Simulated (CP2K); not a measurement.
TiC:

```xyz
2
Lattice="3.0628 0.0000 0.0000 1.5314 2.6525 0.0000 1.5314 0.8842 2.5008" Properties=species:S:1:pos:R:3 pbc="T T T"
Ti    0.0000    0.0000    0.0000
C     3.0628    1.7683    1.2504
```

The cell is a database's computed one.

Base run:

```yaml
Program: CP2K 2026.2
Functional: PBEsol
Potentials_or_basis: POTENTIAL_UZH Ti GTH-PBE-q12, C GTH-PBE-q4; TZVP-MOLOPT-PBE-GTH basis
Density_cutoff: 9184 eV
k_mesh: 11 × 11 × 11
Occupations: fermi-dirac, width 0.05 eV
Spin: no spin polarisation
```

Its results: band gap on the k mesh none (metal or under the smearing width); pressure -5.4 GPa.

Task: After a change of settings the same cell gave: band gap on the k mesh none (metal or under the smearing width); pressure -3.8 GPa. Which change was it?
A. functional from PBEsol to PW91
B. functional from PBEsol to r2SCAN
C. functional from PBEsol to PBE
D. functional from PBEsol to vdW-DF-cx

Result: D.

Caveats: the potentials were made for another functional, which shifts forces and pressure; the basis of atomic orbitals isn't converged, which shifts pressures, moduli and gaps.
